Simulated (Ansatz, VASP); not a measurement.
One calculation of TaN, two programs

```xyz
2
Lattice="0.0000 2.2113 2.2113 2.2113 0.0000 2.2113 2.2113 2.2113 0.0000" Properties=species:S:1:pos:R:3 pbc="T T T"
Ta    2.2113    2.2113    2.2113
N     0.0000    0.0000    0.0000
```

The cell comes from a database or a generator and needn't be the stable form of this composition.

Alike in both runs: task single point; functional PBE; k mesh 10 × 10 × 10; occupations gaussian, width 0.021 eV; no spin polarisation.

|  | VASP | Ansatz |
| --- | --- | --- |
| version | VASP 6.6.1 | Ansatz 0.2.0 |
| potentials or method | VASP PAW PBE potentials, release 64 (Ta_pv, N), cutoff 520 eV | all-electron LAPW, scalar-relativistic |

```csv
,VASP,Ansatz,Ansatz less VASP
gap on the k mesh at the Fermi level (eV),none,none,-
pressure (GPa),-0.6,-1.2,-0.61
```

A gap of «none» marks a metal or a gap that the smearing closes. Ansatz ran all-electron here, so the differences hold the error of VASP's frozen core and of both bases.

Spin-orbit coupling is left out, which matters for the levels of Ta.
